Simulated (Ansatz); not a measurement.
MgO built on the CsCl prototype (r2SCAN geometry), in Ansatz:

```
CELL_PARAMETERS angstrom
2.62335 0.00000 0.00000
0.00000 2.62335 0.00000
0.00000 0.00000 2.62335
ATOMIC_POSITIONS crystal
Mg 0.00000 0.00000 0.00000
O 0.50000 0.50000 0.50000
```

G0W0@PBE with 99 empty bands, a screening cutoff of 180 eV and a 6×6×6 mesh (PAW, contour deformation) gives 4.563 eV over the mesh points, from a PBE gap of 2.637 eV; it sums over 107 bands with 93 plane waves in the screening and a wave cutoff of 420 eV. The G0W0 figures hold for the stated bands, cutoff and mesh and aren't extrapolated. Simulation only: spin-unpolarised, and no claim that this is the phase found in nature.

**Question.** Estimate the gap with starting point HSE06.

**Answer.** 5.373 eV (+0.810 eV), from a Kohn-Sham gap of 4.196 eV.

**Question.** Another run gave a Kohn-Sham gap of 3.489 eV and a G0W0 gap of 5.029 eV, summing over 107 bands with 93 plane waves in the screening and a wave cutoff of 500 eV. What was changed?

**Answer.** Starting point r2SCAN, with them a wave cutoff of 500 eV. The Kohn-Sham gap has moved while bands and screening basis stay; the higher wave cutoff is that of a meta-GGA.
